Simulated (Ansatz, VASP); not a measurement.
One calculation of Rb3HBr4, two programs

```xyz
8
Lattice="6.8201 0.0000 0.0000 0.0000 6.8201 0.0000 0.0000 0.0000 6.8201" Properties=species:S:1:pos:R:3 pbc="T T T"
Rb    0.0000    3.4100    3.4100
Rb    3.4100    0.0000    3.4100
Rb    3.4100    3.4100    0.0000
H     0.0000    0.0000    0.0000
Br    3.4100    0.0000    0.0000
Br    3.4100    3.4100    3.4100
Br    0.0000    0.0000    3.4100
Br    0.0000    3.4100    0.0000
```

Change from the starting cell: species swapped into the Mg3MnO4 type (Pm-3m, No. 221).

Alike in both runs: functional PBE; k mesh 6 × 6 × 6; occupations gaussian, width 0.1 eV; no spin polarisation.

Ansatz relaxed the structure, and its values are those at the end. VASP's run is a single point on that final structure, the one shown.

|  | VASP | Ansatz |
| --- | --- | --- |
| version | VASP 6.6.1 | Ansatz 0.2.0 |
| potentials or method | VASP PAW PBE potentials, release 64 (Rb_sv, H, Br) | scalar-relativistic, plane waves, PAW |
| plane-wave cutoff (eV) | 520 | 420 |
| valence electrons in the cell | 56 | 56 |

|  | VASP | Ansatz | Ansatz less VASP |
| --- | --- | --- | --- |
| gap on the k mesh at the Fermi level (eV) | none | none | - |
| pressure (GPa) | 0.0 | 0.0 | -0.02 |

A gap of «none» marks a metal or a gap that the smearing closes.
